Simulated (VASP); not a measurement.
# Ti (Fm-3m) in VASP: single point with LDA

Aim: the single point of Ti with LDA.

Everything below comes from runs of VASP 6.6.1. Logs are shortened: lines on timing, memory, paths and dates and some standing lists are left out, and cuts for length are marked.

**1. Starting point**

Symmetry: Fm-3m, No. 225, cubic system. The conventional cell has a = 4.060 Å, b = 4.060 Å, c = 4.060 Å, α = 90.00°, β = 90.00°, γ = 90.00°. Ti (site symmetry m-3m) is surrounded by 12 Ti at 2.87 Å.

This isn't the form of Ti at room conditions, which is hcp.

**2. Single point, LDA**

File INCAR:

```
SYSTEM = Ti
ALGO     = Normal         ! electronic algorithm
EDIFF    = 1E-6           ! SCF threshold, eV
ENCUT    = 520            ! plane-wave cutoff, eV
ISIF     = 2              ! what is computed and relaxed
ISMEAR   = -1             ! smearing method
LASPH    = .True.         ! aspherical terms in the spheres
LCHARG   = .True.         ! write CHGCAR
LELF     = .True.         ! ELF
LREAL    = .False.        ! projectors in reciprocal space
LVHAR    = .True.       
LWAVE    = .False.        ! write WAVECAR
NBANDS   = 12             ! bands
NELM     = 100            ! most SCF steps
PREC     = Accurate       ! precision mode
SIGMA    = 0.15           ! smearing width, eV
```

File KPOINTS:

```
k-points
0
Gamma
  9 9 9
  0 0 0
```

File POSCAR:

```
Ti
1.0
    0.0000000000      2.0300000000      2.0300000000
    2.0300000000      0.0000000000      2.0300000000
    2.0300000000      2.0300000000      0.0000000000
Ti
1
Direct
    0.0000000000      0.0000000000      0.0000000000
```

Potentials or basis: VASP PAW LDA potentials, release 64 (Ti_sv).

Started as:

```
$ cat potpaw_LDA.64/Ti_sv/POTCAR > POTCAR
$ mpirun -np 1 vasp_std > vasp.out
```

OUTCAR:

```text
SYSTEM = Ti
   EDIFF = 1E-6
   ENCUT = 520
   ISIF = 2
   ISMEAR = -1
   LASPH = .True.
   LREAL = .False.
   NELM = 100
   PREC = Accurate

 ion  position               nearest neighbor table
   1  0.000  0.000  0.000-

  LATTYP: Found a face centered cubic cell.
 ALAT       =     4.0600000000

  Lattice vectors:

 A1 = (   0.0000000000,   2.0300000000,   2.0300000000)
 A2 = (   2.0300000000,   0.0000000000,   2.0300000000)
 A3 = (   2.0300000000,   2.0300000000,   0.0000000000)

Analysis of symmetry for initial positions (statically):
=====================================================================
 Subroutine PRICEL returns:
 Original cell was already a primitive cell.

 Routine SETGRP: Setting up the symmetry group for a
 face centered cubic supercell.

 Subroutine GETGRP returns: Found 48 space group operations
 (whereof 48 operations were pure point group operations)
 out of a pool of 48 trial point group operations.

The static configuration has the point symmetry O_h .

Analysis of symmetry for dynamics (positions and initial velocities):
=====================================================================
 Subroutine PRICEL returns:
 Original cell was already a primitive cell.

 Routine SETGRP: Setting up the symmetry group for a
 face centered cubic supercell.

 Subroutine GETGRP returns: Found 48 space group operations
 (whereof 48 operations were pure point group operations)
 out of a pool of 48 trial point group operations.

The dynamic configuration has the point symmetry O_h .

 Subroutine INISYM returns: Found 48 space group operations
 (whereof 48 operations are pure point group operations),
 and found     1 'primitive' translations

----------------------------------------------------------------------------------------

                                     Primitive cell

  volume of cell :      16.7309

  direct lattice vectors                    reciprocal lattice vectors
     0.000000000  2.030000000  2.030000000    -0.246305419  0.246305419  0.246305419
     2.030000000  0.000000000  2.030000000     0.246305419 -0.246305419  0.246305419
     2.030000000  2.030000000  0.000000000     0.246305419  0.246305419 -0.246305419

  length of vectors
     2.870853532  2.870853532  2.870853532     0.426613499  0.426613499  0.426613499

  position of ions in fractional coordinates (direct lattice)
     0.000000000  0.000000000  0.000000000

  ion indices of the primitive-cell ions
   primitive index   ion index
                 1           1

----------------------------------------------------------------------------------------

 KPOINTS: k-points

Automatic generation of k-mesh.
 Grid dimensions read from file:
 generate k-points for:    9    9    9

 Generating k-lattice:

  Cartesian coordinates                     Fractional coordinates (reciprocal lattice)
    -0.027367269  0.027367269  0.027367269     0.111111111  0.000000000  0.000000000
     0.027367269 -0.027367269  0.027367269     0.000000000  0.111111111  0.000000000
     0.027367269  0.027367269 -0.027367269     0.000000000  0.000000000  0.111111111

  Length of vectors
     0.047401500  0.047401500  0.047401500

  Shift w.r.t. Gamma in fractional coordinates (k-lattice)
     0.000000000  0.000000000  0.000000000

 Subroutine IBZKPT returns following result:
 ===========================================

 Found     35 irreducible k-points:

 Following reciprocal coordinates:
            Coordinates               Weight
  0.000000  0.000000  0.000000      1.000000
  0.111111  0.000000  0.000000      8.000000
  0.222222  0.000000  0.000000      8.000000
  0.333333  0.000000  0.000000      8.000000
  0.444444  0.000000  0.000000      8.000000
  0.111111  0.111111  0.000000      6.000000
[... 16 lines left out ...]
 -0.333333  0.333333  0.000000     12.000000
  0.444444  0.444444  0.000000      6.000000
 [... further k-points ...]
   k-points           NKPTS =     35   k-points in BZ     NKDIM =     35   number of bands    NBANDS=     12
   number of dos      NEDOS =    301   number of ions     NIONS =      1
   total plane-waves  NPLWV =  13824
   dimension x,y,z NGX =    24 NGY =   24 NGZ =   24
   dimension x,y,z NGXF=    48 NGYF=   48 NGZF=   48
   ions per type =               1
   NGX,Y,Z   is equivalent  to a cutoff of  13.90, 13.90, 13.90 a.u.
   NGXF,Y,Z  is equivalent  to a cutoff of  27.80, 27.80, 27.80 a.u.
 SYSTEM =  Ti
   PREC   = accura    normal or accurate (medium, high low for compatibility)
   ISTART =      0    job   : 0-new  1-cont  2-samecut
   ICHARG =      2    charge: 1-file 2-atom 10-const
   ISPIN  =      1    spin polarized calculation?
   LNONCOLLINEAR =      F non collinear calculations
   LSORBIT =      F    spin-orbit coupling
   LASPH  =      T    aspherical Exc in radial PAW
   ENCUT  =  520.0 eV  38.22 Ry    6.18 a.u.   5.34  5.34  5.34*2*pi/ulx,y,z
   NELM   =    100;   NELMIN=  2; NELMDL= -5     # of ELM steps
   EDIFF  = 0.1E-05   stopping-criterion for ELM
   LREAL  =      F    real-space projection
   EDIFFG = 0.1E-04   stopping-criterion for IOM
   NSW    =      0    number of steps for IOM
   IBRION =     -1    ionic relax: 0-MD 1-quasi-New 2-CG
   NFREE  =      0    steps in history (QN), initial steepest desc. (CG)
   ISIF   =      2    stress and relaxation
   ISYM   =      2    0-nonsym 1-usesym 2-fastsym
   POTIM  = 0.5000    time-step for ionic-motion
   TEBEG  =    0.0;   TEEND  =   0.0 temperature during run
   PSTRESS=    0.0 pullay stress
   NELECT =      12.0000    total number of electrons
   NUPDOWN=      -1.0000    fix difference up-down
   EMIN   =  10.00;   EMAX   =-10.00  energy-range for DOS
   EFERMI =   0.00;   METHOD = LEGACY
   ISMEAR =    -1;   SIGMA  =   0.15  broadening in eV -4-tet -1-fermi 0-gaus
   EFERMI_NEDOS =   21; number of points for ismear=-14 and -15
   IALGO  =     38    algorithm
   IMIX   =      4    mixing-type and parameters
     AMIX     =   0.40;   BMIX     =  1.00
     AMIX_MAG =   1.60;   BMIX_MAG =  1.00
  volume/ion in A,a.u.               =      16.73       112.91
  Fermi-wavevector in a.u.,A,eV,Ry     =   1.465421  2.769245 29.217967  2.147460
  Thomas-Fermi vector in A             =   2.581280
   LORBIT       =      0    0 simple, 1 ext, 2 COOP (PROOUT), +10 PAW based schemes
   GGA     = CA    functional components
   LHFCALC =     F    Hartree Fock is set to
   AEXX    =    0.0000 exact exchange contribution
   IVDW    =     0    specifies the selected vdW correction
   LEPSILON=     F    determine dielectric tensor
   LRPA    =     F    only Hartree local field effects (RPA)
 non-spin polarized calculation
  energy-cutoff  :      520.00
  volume of cell :       16.73
 maximum number of plane-waves:       465
 NGX is ok and might be reduce to    24
   NGX = 11   NGY = 11   NGZ = 11

 number of electron      12.0000002 magnetization

 Free energy of the ion-electron system (eV)
  ---------------------------------------------------
  ext. energy  EPLUGINS =         0.00000000
  ---------------------------------------------------
  free energy    TOTEN  =        -8.54835305 eV

  energy without entropy =       -8.42478968  energy(sigma->0) =       -8.48657137

 E-fermi :   8.3921     XC(G=0): -11.9635

 val. band max:        8.3170785290   @ k =  -0.3333   0.1111   0.0000
 cond. band min:       8.3935170972   @ k =  -0.3333   0.3333   0.1111
 fundamental gap:      0.0764385682
 Fermi energy:         8.3921332501

 k-point     1 :       0.0000    0.0000    0.0000
  band No.  band energies     occupation
      1     -47.5628      2.00000
      2     -23.7448      2.00000
      3     -23.7448      2.00000
      4     -23.7448      2.00000
      5       2.2829      2.00000
      6       9.2592      0.00616
      7       9.2592      0.00616
      8       9.2592      0.00616
      9      10.9505      0.00000
     10      10.9505      0.00000
     11      23.9408      0.00000
     12      28.5128      0.00000

 k-point     2 :       0.1111    0.0000    0.0000
  band No.  band energies     occupation
      1     -47.5454      2.00000
      2     -23.8395      2.00000
      3     -23.7566      2.00000
      4     -23.7566      2.00000
      5       2.6912      2.00000
      6       9.0185      0.03026
      7       9.3978      0.00245
      8       9.3978      0.00245
      9      10.8686      0.00000
     10      10.8686      0.00000
     11      24.2201      0.00000
     12      26.2157      0.00000

 k-point     3 :       0.2222    0.0000    0.0000
  band No.  band energies     occupation
      1     -47.5011      2.00000
      2     -24.0749      2.00000
      3     -23.7861      2.00000
      4     -23.7861      2.00000
      5       3.7835      2.00000
      6       8.5463      0.52702
      7       9.5433      0.00093
      8       9.5433      0.00093
      9      10.9344      0.00000
     10      10.9344      0.00000
     11      22.5338      0.00000
     12      24.8927      0.00000

 k-point     4 :       0.3333    0.0000    0.0000
  band No.  band energies     occupation
      1     -47.4503      2.00000
      2     -24.3356      2.00000
      3     -23.8195      2.00000
      4     -23.8195      2.00000
      5       5.0508      2.00000
      6       8.4317      0.86889
      7       9.3534      0.00329
      8       9.3534      0.00329
      9      11.4942      0.00000
     10      11.4942      0.00000
     11      19.5464      0.00000
     12      24.0633      0.00000

 k-point     5 :       0.4444    0.0000    0.0000
  band No.  band energies     occupation
      1     -47.4168      2.00000
      2     -24.5022      2.00000
      3     -23.8411      2.00000
      4     -23.8411      2.00000
      5       5.6654      2.00000
      6       9.0478      0.02497
      7       9.1501      0.01270
      8       9.1501      0.01270
      9      12.0288      0.00000
     10      12.0288      0.00000
     11      17.3232      0.00000
     12      23.3091      0.00000
[... 228 lines left out ...]
      1     -47.3856      2.00000
      2     -24.3848      2.00000
      3     -24.0157      2.00000
      4     -23.9754      2.00000
      5       5.9141      2.00000
      6       6.9386      1.99988
      7       9.7007      0.00033
      8      11.3289      0.00000
      9      12.1913      0.00000
     10      12.5828      0.00000
     11      20.2343      0.00000
     12      21.2359      0.00000

 k-point    22 :      -0.4444    0.3333    0.0000
  band No.  band energies     occupation
      1     -47.3705      2.00000
      2     -24.3764      2.00000
      3     -24.1330      2.00000
      4     -23.9646      2.00000
      5       6.4239      2.00000
      6       7.0767      1.99969
      7       9.2392      0.00703
      8      11.0246      0.00000
      9      12.1418      0.00000
     10      14.8106      0.00000
     11      17.4366      0.00000
     12      19.9809      0.00000

 k-point    23 :      -0.3333    0.3333    0.0000
  band No.  band energies     occupation
      1     -47.3754      2.00000
      2     -24.2668      2.00000
      3     -24.2594      2.00000
      4     -23.9224      2.00000
      5       7.1168      1.99959
      6       7.2259      1.99916
      7       8.5729      0.46118
      8      10.5964      0.00000
      9      11.6523      0.00000
     10      15.2332      0.00000
     11      17.3628      0.00000
     12      19.3979      0.00000

 k-point    24 :       0.4444    0.4444    0.0000
  band No.  band energies     occupation
      1     -47.3696      2.00000
      2     -24.4509      2.00000
      3     -24.0094      2.00000
      4     -24.0094      2.00000
      5       5.6963      2.00000
      6       6.6255      1.99998
      7      11.1085      0.00000
      8      12.0440      0.00000
      9      12.2574      0.00000
     10      12.2574      0.00000
     11      19.9266      0.00000
     12      20.8031      0.00000

 [... further k-points ...]

------------------------ aborting loop because EDIFF is reached ----------------------------------------

  FORCE on cell =-STRESS in cart. coord.  units (eV):
  Direction    XX          YY          ZZ          XY          YZ          ZX
  --------------------------------------------------------------------------------------
  -------------------------------------------------------------------------------------
  Total       -0.4468608     -0.4468608     -0.4468608     -0.0000000     -0.0000000     -0.0000000
  in kB      -42.7922127    -42.7922127    -42.7922127     -0.0000000     -0.0000000     -0.0000000
  external PRESSURE =     -42.7922127 kB  Pullay stress =       0.0000000 kB

 VOLUME and BASIS-vectors are now :
 -----------------------------------------------------------------------------
  energy-cutoff  :      520.00
  volume of cell :       16.73
      direct lattice vectors                 reciprocal lattice vectors
     0.000000000  2.030000000  2.030000000    -0.246305419  0.246305419  0.246305419
     2.030000000  0.000000000  2.030000000     0.246305419 -0.246305419  0.246305419
     2.030000000  2.030000000  0.000000000     0.246305419  0.246305419 -0.246305419

 POSITION                                       TOTAL-FORCE (eV/Angst)
 -----------------------------------------------------------------------------------
      0.00000      0.00000      0.00000         0.000000      0.000000      0.000000
 -----------------------------------------------------------------------------------
    total drift:                               -0.000000      0.000000      0.000000

  FREE ENERGIE OF THE ION-ELECTRON SYSTEM (eV)
  ---------------------------------------------------
  free  energy   TOTEN  =        -8.5483530535 eV

  energy  without entropy=       -8.4247896799  energy(sigma->0) =       -8.48657137
```

It used 4.9 s of CPU time on 1 thread of Intel(R) Xeon(R) Platinum 8559C (Emerald Rapids), with other jobs on the host, which was overloaded at the time.

Results:

```
Free energy            : -8.5484 eV
Pressure               : -4.3 GPa
Band gap on the k mesh : none (metal or under the smearing width)
```

Levels at points of the mesh, in eV from the Fermi level:
| k point | band 3 | band 4 | band 5 | band 6 | band 7 | band 8 | band 9 | band 10 |
| --- | --- | --- | --- | --- | --- | --- | --- | --- |
| (0.00, 0.00, 0.00) | -32.14 | -32.14 | -6.11 | 0.87 | 0.87 | 0.87 | 2.56 | 2.56 |
